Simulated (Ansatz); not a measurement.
# Ga (omega (AlB2-type)): energy against volume

All numbers below come from Ansatz 0.2.0, DFT, PBE, plane waves (420 eV) with PAW, scalar-relativistic.

The cell is scaled uniformly from the relaxed one, with fractional coordinates and shape fixed. Energies are extrapolated to zero smearing, pressures are those at the given smearing. Magnetic state: spin not included.

A Birch-Murnaghan fit gives V₀ = 19.36 Å³/atom, B₀ = 46 GPa, B₀′ = 4.9.

(1) What are the energy above the minimum and the pressure at 20.069 Å³/atom?

(2) What are the energy above the minimum and the pressure at 20.841 Å³/atom?

(3) What are the energy above the minimum and the pressure at 21.613 Å³/atom?

Answers

(1) 3.5 meV/atom and -1.51 GPa as computed.

(2) 14.1 meV/atom and -2.81 GPa as computed.

(3) 30.4 meV/atom and -3.84 GPa as computed.
